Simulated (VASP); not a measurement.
# Sb (Fm-3m) in VASP: settings compared

One crystal, Sb, is run at these levels: r2SCAN, PBE; tasks: single point.

All numbers are computed with VASP 6.6.1; they aren't measurements. Logs are shortened: lines on timing, memory, paths and dates and some standing lists are left out, and cuts for length are marked.

**1. Starting point**

It takes space group Fm-3m (No. 225, cubic). The conventional cell has a = 4.742 Å, b = 4.742 Å, c = 4.742 Å, α = 90.00°, β = 90.00°, γ = 90.00°. Around Sb (site symmetry m-3m) lie 12 Sb at 3.35 Å.

This isn't the form of Sb at room conditions, which is rhombohedral.

**2. Single point, r2SCAN**

Input file INCAR:

```
PREC = Accurate
ENCUT = 550
EDIFF = 1E-4
ISMEAR = 1
SIGMA = 0.1
LREAL = F
LASPH = T
NELM = 100
ALGO = Normal
ISIF = 2
LWAVE = F
LCHARG = F
METAGGA = R2SCAN
LMIXTAU = T
NBANDS = 8
ADDGRID = F
```

Input file KPOINTS:

```
Automatic mesh
0
Gamma
  15 15 15
```

Input file POSCAR:

```
Sb
1.0
    0.0000000000      2.3712425216      2.3712425216
    2.3712425216      0.0000000000      2.3712425216
    2.3712425216      2.3712425216      0.0000000000
Sb
1
Direct
    0.0000000000      0.0000000000      0.0000000000
```

Potentials or basis: VASP PAW PBE potentials, release 64 (Sb).

Started as:

```sh
> cat potpaw_PBE.64/Sb/POTCAR > POTCAR
> mpirun -np 1 vasp_std > vasp.out
```

OUTCAR:

```text
PREC = Accurate
   ENCUT = 550
   EDIFF = 1E-4
   ISMEAR = 1
   LREAL = F
   LASPH = T
   NELM = 100
   ISIF = 2
   METAGGA = R2SCAN

 Found    120 irreducible k-points:

 Following reciprocal coordinates:
            Coordinates               Weight
  0.000000  0.000000  0.000000      1.000000
  0.066667  0.000000  0.000000      8.000000
  0.133333  0.000000  0.000000      8.000000
  0.200000  0.000000  0.000000      8.000000
  0.266667  0.000000  0.000000      8.000000
  0.333333  0.000000  0.000000      8.000000
   k-points           NKPTS =    120   k-points in BZ     NKDIM =    120   number of bands    NBANDS=      8
   number of dos      NEDOS =    301   number of ions     NIONS =      1
   total plane-waves  NPLWV =  21952
   dimension x,y,z NGX =    28 NGY =   28 NGZ =   28
   dimension x,y,z NGXF=    56 NGYF=   56 NGZF=   56
   ions per type =               1
   NGX,Y,Z   is equivalent  to a cutoff of  13.88, 13.88, 13.88 a.u.
   NGXF,Y,Z  is equivalent  to a cutoff of  27.76, 27.76, 27.76 a.u.
 SYSTEM =  unknown system
   PREC   = accura    normal or accurate (medium, high low for compatibility)
   ISTART =      0    job   : 0-new  1-cont  2-samecut
   ICHARG =      2    charge: 1-file 2-atom 10-const
   ISPIN  =      1    spin polarized calculation?
   LNONCOLLINEAR =      F non collinear calculations
   LSORBIT =      F    spin-orbit coupling
   LASPH  =      T    aspherical Exc in radial PAW
   ENCUT  =  550.0 eV  40.42 Ry    6.36 a.u.   6.41  6.41  6.41*2*pi/ulx,y,z
   NELM   =    100;   NELMIN=  2; NELMDL= -5     # of ELM steps
   EDIFF  = 0.1E-03   stopping-criterion for ELM
   LREAL  =      F    real-space projection
   EDIFFG = 0.1E-02   stopping-criterion for IOM
   NSW    =      0    number of steps for IOM
   IBRION =     -1    ionic relax: 0-MD 1-quasi-New 2-CG
   NFREE  =      0    steps in history (QN), initial steepest desc. (CG)
   ISIF   =      2    stress and relaxation
   ISYM   =      2    0-nonsym 1-usesym 2-fastsym
   POTIM  = 0.5000    time-step for ionic-motion
   TEBEG  =    0.0;   TEEND  =   0.0 temperature during run
   PSTRESS=    0.0 pullay stress
   NELECT =       5.0000    total number of electrons
   NUPDOWN=      -1.0000    fix difference up-down
   EMIN   =  10.00;   EMAX   =-10.00  energy-range for DOS
   EFERMI =   0.00;   METHOD = LEGACY
   ISMEAR =     1;   SIGMA  =   0.10  broadening in eV -4-tet -1-fermi 0-gaus
   EFERMI_NEDOS =   21; number of points for ismear=-14 and -15
   IALGO  =     38    algorithm
   IMIX   =      4    mixing-type and parameters
     AMIX     =   0.40;   BMIX     =  1.00
     AMIX_MAG =   1.60;   BMIX_MAG =  1.00
  volume/ion in A,a.u.               =      26.67       179.95
  Fermi-wavevector in a.u.,A,eV,Ry     =   0.937013  1.770697 11.945820  0.877993
  Thomas-Fermi vector in A             =   2.064081
   LORBIT       =      0    0 simple, 1 ext, 2 COOP (PROOUT), +10 PAW based schemes
   METAGGA = R2SCAN    functional components
   LHFCALC =     F    Hartree Fock is set to
   AEXX    =    0.0000 exact exchange contribution
   IVDW    =     0    specifies the selected vdW correction
   LEPSILON=     F    determine dielectric tensor
   LRPA    =     F    only Hartree local field effects (RPA)
 non-spin polarized calculation
 Methfessel and Paxton  Order N= 1 SIGMA  =   0.10
  energy-cutoff  :      550.00
  volume of cell :       26.67
 maximum number of plane-waves:       801
 NGX is ok and might be reduce to    28
   NGX = 13   NGY = 13   NGZ = 13

 number of electron       5.0000000 magnetization

 Free energy of the ion-electron system (eV)
  ---------------------------------------------------
  ext. energy  EPLUGINS =         0.00000000
  ---------------------------------------------------
  free energy    TOTEN  =       -25.23060788 eV

  energy without entropy =      -25.23021753  energy(sigma->0) =      -25.23047777

 E-fermi :   8.6316     XC(G=0): -10.8975

 val. band max:        8.6217346465   @ k =  -0.1333   0.2000   0.0667
 cond. band min:       8.6352875456   @ k =  -0.4000   0.4667   0.0667
 fundamental gap:      0.0135528990
 Fermi energy:         8.6315794601

 k-point     1 :       0.0000    0.0000    0.0000
  band No.  band energies     occupation
      1      -5.0786      2.00000
      2      14.3232      0.00000
      3      14.3232      0.00000
      4      14.3232      0.00000
      5      19.0635      0.00000
      6      19.0635      0.00000
      7      19.0635      0.00000
      8      19.5977      0.00000

 k-point     2 :       0.0667    0.0000    0.0000
  band No.  band energies     occupation
      1      -4.9842      2.00000
      2      13.4185      0.00000
      3      14.1912      0.00000
      4      14.1912      0.00000
      5      18.3723      0.00000
      6      19.2764      0.00000
      7      19.2764      0.00000
      8      20.9277      0.00000

 k-point     3 :       0.1333    0.0000    0.0000
  band No.  band energies     occupation
      1      -4.7016      2.00000
      2      11.5006      0.00000
      3      13.8670      0.00000
      4      13.8670      0.00000
      5      17.9091      0.00000
      6      19.7586      0.00000
      7      19.7586      0.00000
      8      22.0048      0.00000

 k-point     4 :       0.2000    0.0000    0.0000
  band No.  band energies     occupation
      1      -4.2338      2.00000
      2       9.3639     -0.00000
      3      13.4767      0.00000
      4      13.4767      0.00000
      5      17.6078      0.00000
      6      19.8947      0.00000
      7      19.8947      0.00000
      8      21.9007      0.00000

 k-point     5 :       0.2667    0.0000    0.0000
  band No.  band energies     occupation
      1      -3.5883      2.00000
      2       7.2793      2.00000
      3      13.1079      0.00000
      4      13.1079      0.00000
      5      17.4250      0.00000
      6      19.3885      0.00000
      7      19.3885      0.00000
      8      20.9475      0.00000

 k-point     6 :       0.3333    0.0000    0.0000
  band No.  band energies     occupation
      1      -2.7851      2.00000
      2       5.3568      2.00000
      3      12.8071      0.00000
      4      12.8071      0.00000
      5      17.3519      0.00000
      6      18.8300      0.00000
      7      18.8300      0.00000
      8      20.1263      0.00000

 [... further k-points ...]

------------------------ aborting loop because EDIFF is reached ----------------------------------------

  FORCE on cell =-STRESS in cart. coord.  units (eV):
  Direction    XX          YY          ZZ          XY          YZ          ZX
  --------------------------------------------------------------------------------------
  -------------------------------------------------------------------------------------
  Total        0.2302691      0.2302691      0.2302691      0.0000000      0.0000000     -0.0000000
  in kB       13.8352901     13.8352901     13.8352901      0.0000000      0.0000000     -0.0000000
  external PRESSURE =      13.8352901 kB  Pullay stress =       0.0000000 kB

 VOLUME and BASIS-vectors are now :
 -----------------------------------------------------------------------------
  energy-cutoff  :      550.00
  volume of cell :       26.67
      direct lattice vectors                 reciprocal lattice vectors
     0.000000000  2.371242522  2.371242522    -0.210859916  0.210859916  0.210859916
     2.371242522  0.000000000  2.371242522     0.210859916 -0.210859916  0.210859916
     2.371242522  2.371242522  0.000000000     0.210859916  0.210859916 -0.210859916

 POSITION                                       TOTAL-FORCE (eV/Angst)
 -----------------------------------------------------------------------------------
      0.00000      0.00000      0.00000         0.000000     -0.000000     -0.000000
 -----------------------------------------------------------------------------------
    total drift:                               -0.000000      0.000000      0.000000

  FREE ENERGIE OF THE ION-ELECTRON SYSTEM (eV)
  ---------------------------------------------------
  free  energy   TOTEN  =       -25.2306078823 eV

  energy  without entropy=      -25.2302175341  energy(sigma->0) =      -25.23047777
```

Run time: 42 s. Hardware: 1 thread of Intel Xeon 6975P-C (Granite Rapids), shared host; peak memory 0.18 GiB.

The run converged, but some of its settings lie outside the range that counts as converged, so its numbers aren't taken as properties of the crystal.

Results:

```yaml
Free_energy: -25.2306 eV
Pressure: 1.4 GPa
Band_gap_on_the_k_mesh: none (metal or under the smearing width)
```

Caveat: the PAW data sets were made with another functional, which shifts forces and pressure a little.

**3. Single point, r2SCAN**

INCAR: that of step 2 with these lines changed.

```diff
@@ -1,4 +1,4 @@
 PREC = Accurate
-ENCUT = 550
-EDIFF = 1E-4
+ENCUT = 450
+EDIFF = 1E-6
 ISMEAR = 1
```

Input file KPOINTS:

```
Automatic mesh
0
Gamma
  17 17 17
```

POSCAR is that of step 2.

Potentials or basis: VASP PAW PBE potentials, release 64 (Sb).

Started as:

```sh
> cat potpaw_PBE.64/Sb/POTCAR > POTCAR
> mpirun -np 1 vasp_std > vasp.out
```

Wall time 34 s (1 thread of Intel Xeon 6975P-C (Granite Rapids), shared host); peak memory 0.16 GiB.

These settings aren't checked as converged: the numbers below hold their error.

What came out:

- Free energy: -25.2248 eV
- Pressure: 1.2 GPa
- Band gap on the k mesh: none (metal or under the smearing width)

Caveat: the PAW data sets were made with another functional, which shifts forces and pressure a little.

**4. Single point, r2SCAN**

INCAR: that of step 3 with these lines changed.

```diff
@@ -1,3 +1,3 @@
 PREC = Accurate
-ENCUT = 450
+ENCUT = 700
 EDIFF = 1E-6
```

Input file KPOINTS:

```
Automatic mesh
0
Gamma
  15 15 15
```

POSCAR is that of step 3.

Potentials or basis: VASP PAW PBE potentials, release 64 (Sb).

Started as:

```sh
> cat potpaw_PBE.64/Sb/POTCAR > POTCAR
> mpirun -np 1 vasp_std > vasp.out
```

OUTCAR:

```text
PREC = Accurate
   ENCUT = 700
   EDIFF = 1E-6
   ISMEAR = 1
   LREAL = F
   LASPH = T
   NELM = 100
   ISIF = 2
   METAGGA = R2SCAN

 Found    120 irreducible k-points:

 Following reciprocal coordinates:
            Coordinates               Weight
  0.000000  0.000000  0.000000      1.000000
  0.066667  0.000000  0.000000      8.000000
  0.133333  0.000000  0.000000      8.000000
  0.200000  0.000000  0.000000      8.000000
  0.266667  0.000000  0.000000      8.000000
  0.333333  0.000000  0.000000      8.000000
   k-points           NKPTS =    120   k-points in BZ     NKDIM =    120   number of bands    NBANDS=      8
   number of dos      NEDOS =    301   number of ions     NIONS =      1
   total plane-waves  NPLWV =  27000
   dimension x,y,z NGX =    30 NGY =   30 NGZ =   30
   dimension x,y,z NGXF=    60 NGYF=   60 NGZF=   60
   ions per type =               1
   NGX,Y,Z   is equivalent  to a cutoff of  14.87, 14.87, 14.87 a.u.
   NGXF,Y,Z  is equivalent  to a cutoff of  29.74, 29.74, 29.74 a.u.
 SYSTEM =  unknown system
   PREC   = accura    normal or accurate (medium, high low for compatibility)
   ISTART =      0    job   : 0-new  1-cont  2-samecut
   ICHARG =      2    charge: 1-file 2-atom 10-const
   ISPIN  =      1    spin polarized calculation?
   LNONCOLLINEAR =      F non collinear calculations
   LSORBIT =      F    spin-orbit coupling
   LASPH  =      T    aspherical Exc in radial PAW
   ENCUT  =  700.0 eV  51.45 Ry    7.17 a.u.   7.23  7.23  7.23*2*pi/ulx,y,z
   NELM   =    100;   NELMIN=  2; NELMDL= -5     # of ELM steps
   EDIFF  = 0.1E-05   stopping-criterion for ELM
   LREAL  =      F    real-space projection
   EDIFFG = 0.1E-04   stopping-criterion for IOM
   NSW    =      0    number of steps for IOM
   IBRION =     -1    ionic relax: 0-MD 1-quasi-New 2-CG
   NFREE  =      0    steps in history (QN), initial steepest desc. (CG)
   ISIF   =      2    stress and relaxation
   ISYM   =      2    0-nonsym 1-usesym 2-fastsym
   POTIM  = 0.5000    time-step for ionic-motion
   TEBEG  =    0.0;   TEEND  =   0.0 temperature during run
   PSTRESS=    0.0 pullay stress
   NELECT =       5.0000    total number of electrons
   NUPDOWN=      -1.0000    fix difference up-down
   EMIN   =  10.00;   EMAX   =-10.00  energy-range for DOS
   EFERMI =   0.00;   METHOD = LEGACY
   ISMEAR =     1;   SIGMA  =   0.10  broadening in eV -4-tet -1-fermi 0-gaus
   EFERMI_NEDOS =   21; number of points for ismear=-14 and -15
   IALGO  =     38    algorithm
   IMIX   =      4    mixing-type and parameters
     AMIX     =   0.40;   BMIX     =  1.00
     AMIX_MAG =   1.60;   BMIX_MAG =  1.00
  volume/ion in A,a.u.               =      26.67       179.95
  Fermi-wavevector in a.u.,A,eV,Ry     =   0.937013  1.770697 11.945820  0.877993
  Thomas-Fermi vector in A             =   2.064081
   LORBIT       =      0    0 simple, 1 ext, 2 COOP (PROOUT), +10 PAW based schemes
   METAGGA = R2SCAN    functional components
   LHFCALC =     F    Hartree Fock is set to
   AEXX    =    0.0000 exact exchange contribution
   IVDW    =     0    specifies the selected vdW correction
   LEPSILON=     F    determine dielectric tensor
   LRPA    =     F    only Hartree local field effects (RPA)
 non-spin polarized calculation
 Methfessel and Paxton  Order N= 1 SIGMA  =   0.10
  energy-cutoff  :      700.00
  volume of cell :       26.67
 maximum number of plane-waves:      1139
 NGX is ok and might be reduce to    30
   NGX = 15   NGY = 15   NGZ = 15

 number of electron       5.0000000 magnetization

 Free energy of the ion-electron system (eV)
  ---------------------------------------------------
  ext. energy  EPLUGINS =         0.00000000
  ---------------------------------------------------
  free energy    TOTEN  =       -25.23182515 eV

  energy without entropy =      -25.23142938  energy(sigma->0) =      -25.23169323

 E-fermi :   8.6287     XC(G=0): -10.8774

 val. band max:        8.6164354309   @ k =  -0.1333   0.2000   0.0667
 cond. band min:       8.6319607001   @ k =  -0.4000   0.4667   0.0667
 fundamental gap:      0.0155252692
 Fermi energy:         8.6287155481

 k-point     1 :       0.0000    0.0000    0.0000
  band No.  band energies     occupation
      1      -5.0654      2.00000
      2      14.3072      0.00000
      3      14.3072      0.00000
      4      14.3072      0.00000
      5      19.0487      0.00000
      6      19.0487      0.00000
      7      19.0487      0.00000
      8      19.6050      0.00000

 k-point     2 :       0.0667    0.0000    0.0000
  band No.  band energies     occupation
      1      -4.9711      2.00000
      2      13.4053      0.00000
      3      14.1753      0.00000
      4      14.1753      0.00000
      5      18.3703      0.00000
      6      19.2612      0.00000
      7      19.2612      0.00000
      8      20.9215      0.00000

 k-point     3 :       0.1333    0.0000    0.0000
  band No.  band energies     occupation
      1      -4.6891      2.00000
      2      11.4921      0.00000
      3      13.8514      0.00000
      4      13.8514      0.00000
      5      17.9099      0.00000
      6      19.7425      0.00000
      7      19.7425      0.00000
      8      21.9913      0.00000

 k-point     4 :       0.2000    0.0000    0.0000
  band No.  band energies     occupation
      1      -4.2222      2.00000
      2       9.3599     -0.00000
      3      13.4611      0.00000
      4      13.4611      0.00000
      5      17.6101      0.00000
      6      19.8804      0.00000
      7      19.8804      0.00000
      8      21.8238      0.00000

 k-point     5 :       0.2667    0.0000    0.0000
  band No.  band energies     occupation
      1      -3.5781      2.00000
      2       7.2794      2.00000
      3      13.0922      0.00000
      4      13.0922      0.00000
      5      17.4281      0.00000
      6      19.3777      0.00000
      7      19.3777      0.00000
      8      20.9408      0.00000

 k-point     6 :       0.3333    0.0000    0.0000
  band No.  band energies     occupation
      1      -2.7769      2.00000
      2       5.3609      2.00000
      3      12.7912      0.00000
      4      12.7912      0.00000
      5      17.3556      0.00000
      6      18.8215      0.00000
      7      18.8215      0.00000
      8      20.1210      0.00000

 [... further k-points ...]

------------------------ aborting loop because EDIFF is reached ----------------------------------------

  FORCE on cell =-STRESS in cart. coord.  units (eV):
  Direction    XX          YY          ZZ          XY          YZ          ZX
  --------------------------------------------------------------------------------------
  -------------------------------------------------------------------------------------
  Total        0.1911193      0.1911193      0.1911193     -0.0000000     -0.0000000      0.0000000
  in kB       11.4830515     11.4830515     11.4830515     -0.0000000     -0.0000000      0.0000000
  external PRESSURE =      11.4830515 kB  Pullay stress =       0.0000000 kB

 VOLUME and BASIS-vectors are now :
 -----------------------------------------------------------------------------
  energy-cutoff  :      700.00
  volume of cell :       26.67
      direct lattice vectors                 reciprocal lattice vectors
     0.000000000  2.371242522  2.371242522    -0.210859916  0.210859916  0.210859916
     2.371242522  0.000000000  2.371242522     0.210859916 -0.210859916  0.210859916
     2.371242522  2.371242522  0.000000000     0.210859916  0.210859916 -0.210859916

 POSITION                                       TOTAL-FORCE (eV/Angst)
 -----------------------------------------------------------------------------------
      0.00000      0.00000      0.00000         0.000000      0.000000      0.000000
 -----------------------------------------------------------------------------------
    total drift:                                0.000000     -0.000000     -0.000000

  FREE ENERGIE OF THE ION-ELECTRON SYSTEM (eV)
  ---------------------------------------------------
  free  energy   TOTEN  =       -25.2318251545 eV

  energy  without entropy=      -25.2314293820  energy(sigma->0) =      -25.23169323
```

It took 88 s on 1 thread of Intel Xeon 6975P-C (Granite Rapids), shared host; peak memory 0.2 GiB.

These settings aren't checked as converged: the numbers below hold their error.

Results:

- Free energy: -25.2318 eV
- Pressure: 1.1 GPa
- Band gap on the k mesh: none (metal or under the smearing width)

Caveat: the PAW data sets were made with another functional, which shifts forces and pressure a little.

[end of part 1 of 2]
